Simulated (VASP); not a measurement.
# Mo under strain

Aim: follow the pressure of Mo through compression, expansion and shear. All runs use PBE. Left out of this account: 1 further run (self-consistent run: a reference on another mesh). The start is a cell from a database of measured crystal structures.

Program: VASP 6.6.1. Level of theory: PBE; plane waves and PAW (Mo_sv). Results are calculated unless marked as measured.

This is a report of a sequence of runs, with most program output left out.

### Step 1. The structure

The structure is cubic, space group Im-3m (No. 229). Conventional cell: a = 3.147 Å, b = 3.147 Å, c = 3.147 Å, α = 90.00°, β = 90.00°, γ = 90.00°. Nearest to Mo lie 8 Mo at 2.73 Å.

Coordinates:

```cif
data_structure
_symmetry_space_group_name_H-M 'P 1'
_symmetry_Int_Tables_number 1
_cell_length_a 2.7252
_cell_length_b 2.7252
_cell_length_c 2.7252
_cell_angle_alpha 109.471
_cell_angle_beta 109.471
_cell_angle_gamma 109.471
_cell_volume 15.58
loop_
_atom_site_label
_atom_site_type_symbol
_atom_site_fract_x
_atom_site_fract_y
_atom_site_fract_z
_atom_site_occupancy
Mo1 Mo 0.00000 0.00000 0.00000 1
```

### Step 2. Bands, cell as listed

The mesh alone shows little of the dispersion and can miss band extrema, so KPOINTS_OPT adds a path through the symmetry points after the self-consistent cycle. PBE, the usual starting point, adds the gradient of the density.

INCAR reads:

```
SYSTEM = Mo
PREC = Accurate
ENCUT = 400
EDIFF = 1E-06
NELM = 100
ISMEAR = -1
SIGMA = 0.05
LREAL = .FALSE.
ALGO = Normal
GGA = PE
NBANDS = 18
LASPH = .TRUE.
LORBIT = 11
LWAVE = .FALSE.
LCHARG = .FALSE.
KPAR = 2
```

POSCAR reads:

```
Mo
1.0
   -1.5734150000      1.5734150000      1.5734150000
    1.5734150000     -1.5734150000      1.5734150000
    1.5734150000      1.5734150000     -1.5734150000
Mo
1
Direct
    0.0000000000      0.0000000000      0.0000000000
```

KPOINTS reads:

```
Automatic mesh
0
Gamma
17 17 17
0 0 0
```

KPOINTS_OPT reads:

```
Line mode
16
Line-mode
Reciprocal
  0.00000000   0.00000000   0.00000000 GAMMA
  0.50000000  -0.50000000   0.50000000 H

  0.50000000  -0.50000000   0.50000000 H
  0.00000000   0.00000000   0.50000000 N

  0.00000000   0.00000000   0.50000000 N
  0.00000000   0.00000000   0.00000000 GAMMA

  0.00000000   0.00000000   0.00000000 GAMMA
  0.25000000   0.25000000   0.25000000 P

  0.25000000   0.25000000   0.25000000 P
  0.50000000  -0.50000000   0.50000000 H

  0.25000000   0.25000000   0.25000000 P
  0.00000000   0.00000000   0.50000000 N
```

PAW data sets: Mo_sv (PBE family, release 64).

Command:

```
> mpirun -np 2 vasp_std
```

It took 10 s on 2 MPI ranks of Intel Xeon Platinum 8488C (Sapphire Rapids), shared host; peak memory 0.29 GiB.

Spin-orbit coupling is off here; it would split degenerate levels. At this level the cell is under a pressure of 3.3 GPa, so at these settings it is away from equilibrium.

Numbers from this step:

- SCF cycles: 11
- electrons: 14
- bands: 18
- irreducible k-points: 165
- symmetry operations: 48
- free energy (TOTEN): -10.93 eV
- energy at zero smearing: -10.93 eV
- Fermi energy: 12.69 eV
- pressure: 3.254 GPa
- metallic: yes

Electronic bands along the path, in eV, zero at the Fermi level; # counts the bands kept:

```
          point     #1     #2     #3     #4    #5     #6
              Γ  -7.29  -1.42  -1.42  -1.42  1.62   1.62
0.47 of the way  -3.98  -2.38  -0.85  -0.85  0.56   3.21
              H  -5.51  -5.51   3.95   3.95  3.95   9.05
0.47 of the way  -4.48  -3.65  -0.49   0.42  4.28   7.77
              N  -5.39  -3.46   1.60   1.65  2.28   4.72
0.47 of the way  -5.21  -2.66  -1.52   1.14  1.31   1.82
              Γ  -7.29  -1.42  -1.42  -1.42  1.62   1.62
0.47 of the way  -4.51  -2.73  -2.73   1.58  1.58   2.62
              P  -2.67  -2.67  -2.67   2.41  2.41   9.59
0.53 of the way  -3.41  -3.41  -2.58   2.33  2.33  10.40
              H  -5.51  -5.51   3.95   3.95  3.95   9.05
      jump to P  -2.67  -2.67  -2.67   2.41  2.41   9.59
0.53 of the way  -4.31  -3.44  -0.44   1.96  2.34   7.39
              N  -5.39  -3.46   1.60   1.65  2.28   4.72
```

There is no gap at this level.

### Step 3. Bands, volume times 1.04

The cell is expanded evenly, with fractional positions held.

INCAR is that of step 2.

POSCAR reads:

```
Mo
1.0
   -1.5941202034      1.5941202034      1.5941202034
    1.5941202034     -1.5941202034      1.5941202034
    1.5941202034      1.5941202034     -1.5941202034
Mo
1
Direct
    0.0000000000      0.0000000000      0.0000000000
```

KPOINTS is that of step 2.

KPOINTS_OPT is that of step 2.

Command:

```
> mpirun -np 2 vasp_std
```

Wall time 11 s (2 MPI ranks); peak memory 0.29 GiB.

Numbers from this step:

```
Fermi energy : 12.04 eV
pressure     : -6.726 GPa
```

Electronic bands along the path, in eV, zero at the Fermi level; # counts the bands kept:

```
          point     #1     #2     #3     #4    #5    #6
              Γ  -7.13  -1.32  -1.32  -1.32  1.57  1.57
0.53 of the way  -3.58  -2.85  -0.42  -0.42  1.07  3.43
              H  -5.19  -5.19   3.75   3.75  3.75  8.77
0.47 of the way  -4.23  -3.45  -0.44   0.42  4.06  7.44
              N  -5.13  -3.26   1.48   1.58  2.18  4.47
0.47 of the way  -5.07  -2.49  -1.46   1.11  1.26  1.76
              Γ  -7.13  -1.32  -1.32  -1.32  1.57  1.57
0.47 of the way  -4.44  -2.57  -2.57   1.53  1.53  2.49
              P  -2.56  -2.56  -2.56   2.30  2.30  9.20
0.47 of the way  -3.04  -2.82  -2.82   2.08  2.08  9.91
              H  -5.19  -5.19   3.75   3.75  3.75  8.77
      jump to P  -2.56  -2.56  -2.56   2.30  2.30  9.20
0.47 of the way  -3.85  -3.23  -0.80   1.94  2.24  7.58
              N  -5.13  -3.26   1.48   1.58  2.18  4.47
```

 The pressure is -6.73 GPa.

Of the bands kept, 3 cross the Fermi level on this path.

### Step 4. Bands, volume times 1.08

INCAR is that of step 3.

POSCAR reads:

```
Mo
1.0
   -1.6143010825      1.6143010825      1.6143010825
    1.6143010825     -1.6143010825      1.6143010825
    1.6143010825      1.6143010825     -1.6143010825
Mo
1
Direct
    0.0000000000      0.0000000000      0.0000000000
```

KPOINTS is that of step 3.

KPOINTS_OPT is that of step 3.

Command:

```
> mpirun -np 2 vasp_std
```

Elapsed: 11 s, on 2 MPI ranks; peak memory 0.29 GiB.

Numbers from this step:

```yaml
free_energy_toten: -10.89 eV
energy_at_zero_smearing: -10.89 eV
fermi_energy: 11.45 eV
pressure: -14.83 GPa
```

The electronic bands at the labelled points (eV, zero at the Fermi level; # counts the bands kept):

```
          point     #1     #2     #3     #4    #5    #6
              Γ  -6.99  -1.24  -1.24  -1.24  1.52  1.52
0.47 of the way  -3.83  -2.03  -0.73  -0.73  0.56  2.87
              H  -4.90  -4.90   3.56   3.56  3.56  8.51
0.47 of the way  -4.00  -3.27  -0.40   0.42  3.85  7.14
              N  -4.90  -3.08   1.37   1.51  2.08  4.23
0.53 of the way  -5.23  -2.16  -1.49   0.68  1.00  1.64
              Γ  -6.99  -1.24  -1.24  -1.24  1.52  1.52
0.47 of the way  -4.37  -2.42  -2.42   1.47  1.47  2.36
              P  -2.46  -2.46  -2.46   2.18  2.18  8.83
0.53 of the way  -3.05  -3.05  -2.30   2.12  2.12  9.63
              H  -4.90  -4.90   3.56   3.56  3.56  8.51
      jump to P  -2.46  -2.46  -2.46   2.18  2.18  8.83
0.53 of the way  -3.94  -3.09  -0.49   1.78  2.13  6.75
              N  -4.90  -3.08   1.37   1.51  2.08  4.23
```

 The pressure is -14.83 GPa.

Of the bands kept, 3 cross the Fermi level on this path.

### Step 5. Bands, sheared, principal strains -2.0, -0.5, +2.5 %

The cell is sheared at fixed volume, which lowers its symmetry.

INCAR is that of step 4.

POSCAR reads:

```
Mo
1.0
   -1.5514900000      1.5986520000      1.6257710000
    1.5438960000     -1.5609810000      1.5805050000
    1.5419100000      1.5514010000     -1.5881000000
Mo
1
Direct
    0.0000000000      0.0000000000      0.0000000000
```

KPOINTS is that of step 4.

KPOINTS_OPT reads:

```
Line mode
16
Line-mode
Reciprocal
  0.50000000   0.00000000  -0.50000000 X
  0.00000000   0.00000000   0.00000000 GAMMA

  0.00000000   0.00000000   0.00000000 GAMMA
 -0.50000000   0.00000000   0.00000000 Y

  0.00000000   0.00000000  -0.50000000 L
  0.00000000   0.00000000   0.00000000 GAMMA

  0.00000000   0.00000000   0.00000000 GAMMA
  0.00000000   0.50000000   0.00000000 Z

  0.50000000   0.50000000  -0.50000000 N
  0.00000000   0.00000000   0.00000000 GAMMA

  0.00000000   0.00000000   0.00000000 GAMMA
 -0.50000000   0.50000000   0.00000000 M

  0.00000000   0.50000000  -0.50000000 R
  0.00000000   0.00000000   0.00000000 GAMMA
```

Command:

```
> mpirun -np 2 vasp_std
```

It took 1.7 min on 2 MPI ranks; peak memory 1.4 GiB.

The path and its labels are those of the sheared lattice, so a letter need not mean the same point as in the unstrained cell.

This step gave:

```
irreducible k-points    : 2457
symmetry operations     : 2
free energy (TOTEN)     : -10.92 eV
energy at zero smearing : -10.92 eV
Fermi energy            : 12.68 eV
pressure                : 3.456 GPa
```

The electronic bands at the labelled points (eV, zero at the Fermi level; # counts the bands kept):

```
          point     #1     #2     #3     #4    #5    #6
              X  -5.38  -3.48   1.58   1.59  2.44  4.68
0.53 of the way  -5.45  -2.48  -1.67   0.74  1.11  1.78
              Γ  -7.28  -1.65  -1.50  -1.06  1.39  1.87
0.53 of the way  -5.27  -2.56  -1.70   1.05  1.45  1.97
              Y  -5.34  -3.28   1.26   1.46  2.34  4.55
      jump to L  -5.41  -3.66   1.81   1.86  2.44  4.80
0.53 of the way  -5.40  -2.58  -1.53   0.63  1.25  1.67
              Γ  -7.28  -1.65  -1.50  -1.06  1.39  1.87
0.47 of the way  -5.44  -2.43  -1.62   0.70  1.04  1.75
              Z  -5.38  -3.46   1.54   1.66  2.39  4.74
      jump to N  -5.54  -5.46   3.70   4.04  4.15  8.53
0.53 of the way  -4.08  -2.46  -0.81  -0.64  0.69  2.88
              Γ  -7.28  -1.65  -1.50  -1.06  1.39  1.87
0.53 of the way  -5.17  -2.86  -1.46   1.28  1.44  1.81
              M  -5.40  -3.69   1.71   1.92  2.51  4.72
      jump to R  -5.37  -3.14   1.23   1.64  2.01  4.81
0.47 of the way  -5.20  -2.33  -1.48   0.73  1.32  1.76
              Γ  -7.28  -1.65  -1.50  -1.06  1.39  1.87
```

 The pressure is 3.46 GPa, and the symmetry operations fall from 48 to 2.

### Step 6. Bands, volume times 0.96

The cell is compressed evenly, with fractional positions held.

INCAR is that of step 5.

POSCAR reads:

```
Mo
1.0
   -1.5521500284      1.5521500284      1.5521500284
    1.5521500284     -1.5521500284      1.5521500284
    1.5521500284      1.5521500284     -1.5521500284
Mo
1
Direct
    0.0000000000      0.0000000000      0.0000000000
```

KPOINTS is that of step 5.

KPOINTS_OPT reads:

```
Line mode
16
Line-mode
Reciprocal
  0.00000000   0.00000000   0.00000000 GAMMA
  0.50000000  -0.50000000   0.50000000 H

  0.50000000  -0.50000000   0.50000000 H
  0.00000000   0.00000000   0.50000000 N

  0.00000000   0.00000000   0.50000000 N
  0.00000000   0.00000000   0.00000000 GAMMA

  0.00000000   0.00000000   0.00000000 GAMMA
  0.25000000   0.25000000   0.25000000 P

  0.25000000   0.25000000   0.25000000 P
  0.50000000  -0.50000000   0.50000000 H

  0.25000000   0.25000000   0.25000000 P
  0.00000000   0.00000000   0.50000000 N
```

Command:

```
> mpirun -np 2 vasp_std
```

The job ended after 11 s (2 MPI ranks; peak memory 0.28 GiB; 21 s of CPU time).

Numbers from this step:

```yaml
irreducible_k_points: 165
symmetry_operations: 48
free_energy_toten: -10.89 eV
energy_at_zero_smearing: -10.89 eV
fermi_energy: 13.39 eV
pressure: 15.53 GPa
```

The electronic bands at the labelled points (eV, zero at the Fermi level; # counts the bands kept):

```
          point     #1     #2     #3     #4    #5     #6
              Γ  -7.44  -1.52  -1.52  -1.52  1.67   1.67
0.53 of the way  -3.78  -3.31  -0.51  -0.51  1.12   3.85
              H  -5.86  -5.86   4.17   4.17  4.17   9.35
0.53 of the way  -4.68  -3.29  -1.24   0.14  4.61   7.61
              N  -5.67  -3.69   1.73   1.74  2.39   4.99
0.47 of the way  -5.35  -2.84  -1.58   1.17  1.36   1.88
              Γ  -7.44  -1.52  -1.52  -1.52  1.67   1.67
0.47 of the way  -4.58  -2.91  -2.91   1.63  1.63   2.76
              P  -2.79  -2.79  -2.79   2.53  2.53  10.02
0.47 of the way  -3.41  -3.15  -3.15   2.28  2.28  10.73
              H  -5.86  -5.86   4.17   4.17  4.17   9.35
      jump to P  -2.79  -2.79  -2.79   2.53  2.53  10.02
0.47 of the way  -4.23  -3.61  -0.78   2.13  2.47   8.29
              N  -5.67  -3.69   1.73   1.74  2.39   4.99
```

 The pressure is 15.53 GPa.

Of the bands kept, 3 cross the Fermi level on this path.

### Step 7. Bands, volume times 0.92

The cell is scaled evenly once more. A prediction first. A parabola through the 4 pressures of evenly scaled cells so far, P = 3.28 -277.5 t +549 t² GPa with t = ln(V/V₁) and V₁ the volume at scale 1, gives 30.23 GPa at t = -0.0834.

INCAR is that of step 6.

POSCAR reads:

```
Mo
1.0
   -1.5302858480      1.5302858480      1.5302858480
    1.5302858480     -1.5302858480      1.5302858480
    1.5302858480      1.5302858480     -1.5302858480
Mo
1
Direct
    0.0000000000      0.0000000000      0.0000000000
```

KPOINTS is that of step 6.

KPOINTS_OPT is that of step 6.

Command:

```
> mpirun -np 2 vasp_std
```

The job ended after 10 s (2 MPI ranks; peak memory 0.28 GiB; 19 s of CPU time).

Numbers from this step:

| Property | Result |
| --- | --- |
| free energy (TOTEN) | -10.80 eV |
| energy at zero smearing | -10.80 eV |
| Fermi energy | 14.13 eV |
| pressure | 30.64 GPa |

Electronic bands along the path, in eV, zero at the Fermi level; # counts the bands kept:

```
          point     #1     #2     #3     #4    #5     #6
              Γ  -7.59  -1.64  -1.64  -1.64  1.73   1.73
0.47 of the way  -4.11  -2.82  -1.00  -1.00  0.55   3.62
              H  -6.24  -6.24   4.41   4.41  4.41   9.69
0.47 of the way  -5.06  -4.10  -0.60   0.42  4.78   8.54
              N  -5.96  -3.93   1.81   1.92  2.52   5.29
0.53 of the way  -5.68  -2.80  -1.84   0.76  1.09   1.87
              Γ  -7.59  -1.64  -1.64  -1.64  1.73   1.73
0.47 of the way  -4.63  -3.10  -3.10   1.69  1.69   2.92
              P  -2.90  -2.90  -2.90   2.66  2.66  10.49
0.47 of the way  -3.62  -3.32  -3.32   2.40  2.40  11.19
              H  -6.24  -6.24   4.41   4.41  4.41   9.69
      jump to P  -2.90  -2.90  -2.90   2.66  2.66  10.49
0.53 of the way  -4.74  -3.86  -0.35   2.15  2.58   8.14
              N  -5.96  -3.93   1.81   1.92  2.52   5.29
```

 The pressure is 30.64 GPa. The parabola predicted 30.23 GPa, -0.40 GPa off.

### Step 8. Side by side

| cell | mesh | pressure (GPa) | gap (eV) |
| --- | --- | --- | --- |
| cell as listed | 17×17×17 | 3.25 | none |
| volume times 1.04 | 17×17×17 | -6.73 | none |
| volume times 1.08 | 17×17×17 | -14.83 | none |
| sheared, principal strains -2.0, -0.5, +2.5 % | 17×17×17 | 3.46 | none |
| volume times 0.96 | 17×17×17 | 15.53 | none |
| volume times 0.92 | 17×17×17 | 30.64 | none |

### Step 9. Results

* pressure, cell as listed: 3.25 GPa
* pressure, volume times 1.04: -6.73 GPa
* pressure, volume times 1.08: -14.8 GPa
* pressure, sheared, principal strains -2.0, -0.5, +2.5 %: 3.46 GPa
* pressure, volume times 0.96: 15.5 GPa
* pressure, volume times 0.92: 30.6 GPa
* bulk modulus at the listed volume, shape and positions held: 279 GPa

In words: The slope of pressure against ln V at the listed volume gives a bulk modulus of 279 GPa at fixed shape and positions. Spin-orbit coupling is left out; it would split some degenerate bands.

[Lines on the potential files, build, host, timing and source positions are cut from VASP's logs without a mark.]

[Logs are printed without paths, hosts, clocks, repeated set-up lines and the standing remarks that a program may print on its own settings, such as how far it seeks lower states.]

[Hosts, paths, dates, database ids (printed as entryN), source tags and the programs' standing remarks are cut or masked in the printed files.]

[A measured line is paired with the nearest computed mode of its activity, which favours agreement.]
